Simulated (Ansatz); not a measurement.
Here is an Ansatz 0.2.0 calculation.

input.yaml

```yaml
crystal:
  lattice:
    - [3.14, 0.0, 0.0]
    - [-1.57, 2.7193197679, 0.0]
    - [0.0, 0.0, 3.48]
  atoms:
    - { symbol: Hf, position: [0.0, 0.0, 0.0] }
    - { symbol: B, position: [0.6666666667, 0.3333333333, 0.5] }
    - { symbol: B, position: [0.3333333333, 0.6666666667, 0.5] }
hamiltonian:
  xc: lda
  pseudopotentials: { kind: paw }
  hubbard: { sites: [{ species: Hf, l: d, u_eff: 8.0 }] }
kpoints:
  mp_grid: { grid: [10, 10, 8] }
scf:
  occupations: { method: fermi_dirac, width: 0.05 }
output:
  forces: true
  stress: true
  eigenvalues: true
```

Potentials or basis: Ansatz PAW.

The run is started by

```console
$ ansatz run input.yaml --threads 2 --pin off --max-ram 5632MiB --backend cpu --events-out ev --progress --plain --runs-dir out
```

**Question.** Predict the band gap on the k mesh.

**Answer.** None (metal or under the smearing width).

**Question.** Predict the pressure.

**Answer.** -1.4 GPa.

Eigenvalues of the final occupation matrices:
```
  site  spin  trace               eigenvalues
site 1     1   1.41  0.25 0.26 0.26 0.32 0.32
```

Caveat: U without spin polarisation on a metal has little footing; the PAW data sets come from PBE, with cores solved anew for the run's functional, which leaves a small shift of forces and pressure; the U is typed as a test and isn't derived for this compound. Spin-orbit coupling is left out, which matters for the levels of Hf.
